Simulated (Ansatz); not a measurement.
Wires are cut from relaxed bulk Ru (P6_3/mmc, 13.32 Å³/atom, gap on the mesh 0.00 eV); atoms and period are relaxed, and energies count from that bulk.

The calculation used Ansatz 0.2.0, DFT PBEsol, scalar-relativistic, plane waves, PAW.

Plane waves to 420 eV, a k mesh through Γ of 1×1×13 on the computed 16-atom cell and Gaussian smearing (0.05 eV); no spin polarisation.

Start ([001] wire, 16 host atoms a period):

```xyz
16
Lattice="15.7000 0.0000 0.0000 0.0000 14.7000 0.0000 0.0000 0.0000 4.2519" Properties=species:S:1:pos:R:3 pbc="T T T"
Ru    4.4881    5.4090    1.0630
Ru    7.1776    5.4090    1.0630
Ru    5.8329    7.7382    1.0630
Ru    9.8671    5.4090    1.0630
Ru    8.5224    7.7382    1.0630
Ru    7.1776   10.0674    1.0630
Ru   11.2119    7.7382    1.0630
Ru    9.8671   10.0674    1.0630
Ru    5.8329    4.6326    3.1889
Ru    4.4881    6.9618    3.1889
Ru    8.5224    4.6326    3.1889
Ru    7.1776    6.9618    3.1889
Ru    5.8329    9.2910    3.1889
Ru    9.8671    6.9618    3.1889
Ru    8.5224    9.2910    3.1889
Ru   11.2119    9.2910    3.1889
```

Problem. Give the relaxed structure and its energy.

Solution. The free energy falls by 124 meV/atom.

```
excess energy (eV per host atom) : 1.585
line energy (eV/Å)               : 5.944
period (Å)                       : 4.265
gap on the mesh (eV)             : 0
```

Relaxed structure:
```xyz
16
Lattice="15.7000 0.0000 0.0000 0.0000 14.7000 0.0000 0.0000 0.0000 4.2651" Properties=species:S:1:pos:R:3 pbc="T T T"
Ru    4.5676    5.4512    1.0663
Ru    7.0850    5.3731    1.0663
Ru    5.7547    7.6726    1.0663
Ru    9.7098    5.4992    1.0663
Ru    8.4714    7.7100    1.0663
Ru    7.1719    9.8857    1.0663
Ru   10.9702    7.7123    1.0663
Ru    9.7187    9.8753    1.0663
Ru    5.9813    4.8247    3.1989
Ru    4.7298    6.9877    3.1989
Ru    8.5281    4.8143    3.1989
Ru    7.2286    6.9900    3.1989
Ru    5.9902    9.2008    3.1989
Ru    9.9453    7.0274    3.1989
Ru    8.6150    9.3269    3.1989
Ru   11.1324    9.2488    3.1989
```

Each run keeps its start's symmetry and one magnetic start, so lower states can exist.

It took 81 s on 4 threads of AMD EPYC 9R45 96-Core Processor (Zen 5) (shared host), peak memory 3.2 GiB.